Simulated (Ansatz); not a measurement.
Method: Ansatz 0.2.0, DFT PBE+D3(BJ), scalar-relativistic, plane waves, PAW. Settings: cutoff 420 eV, Γ-centred meshes spaced at most about 0.3 Å⁻¹ (2π included), Gaussian smearing. No spin polarisation.

Each guess is relaxed in cell and atoms at zero pressure, on a coarse mesh first where it starts far from rest and then on a converged one. The steps can't lower the symmetry of the start, but it can rise. Energies are static (0 K, no zero-point motion).

This guess for NaI isn't its lowest structure:

```
Na I
1.0
     4.42903    0.00000    0.00000
     0.00000    4.42903    0.00000
     0.00000    0.00000    3.78000
Na I
1 1
Direct
  0.00000 0.00000 0.00000
  0.50000 0.50000 0.00000
```

Problem. What does it relax into?

Solution. P4/mmm at 37.1 Å³/atom → P4/mmm at 42.7 Å³/atom. Conventional cell: a = 4.346 Å, c = 4.523 Å. Around Na lie 4 I at 3.07 Å; around I lie 4 Na at 3.07 Å.

```
Na I
1.0
     4.34576    0.00000    0.00000
     0.00000    4.34576    0.00000
     0.00000    0.00000    4.52282
Na I
1 1
Direct
  0.00000 0.00000 0.00000
  0.50000 0.50000 0.00000
```

Problem. Compare it with the lowest NaI structure at this level.

Solution. It lies 220 meV/atom above the lowest of the 4 forms computed, a structure that the Crystallography Open Database (COD) lists, of the rock salt type. Space group Fm-3m (No. 225), cubic, a = 6.359 Å. Na is surrounded by 6 I at 3.18 Å; I is surrounded by 6 Na at 3.18 Å. That form has 32.1 Å³/atom and a gap of 3.79 eV on its mesh; the guess's end has 2.87 eV. Counting I atoms around Na (those within 1.25 times the shortest such distance or 1.15 times the sum of covalent radii), the guess's end has Na 4 and the lowest form has Na 6.

Spin–orbit coupling, which can matter for I, is left out. Kohn–Sham gaps at this level usually fall short of measured ones. The missing spin–orbit coupling can work the other way here. Some candidate types were left out of the draw beforehand, so a known form may be missing.
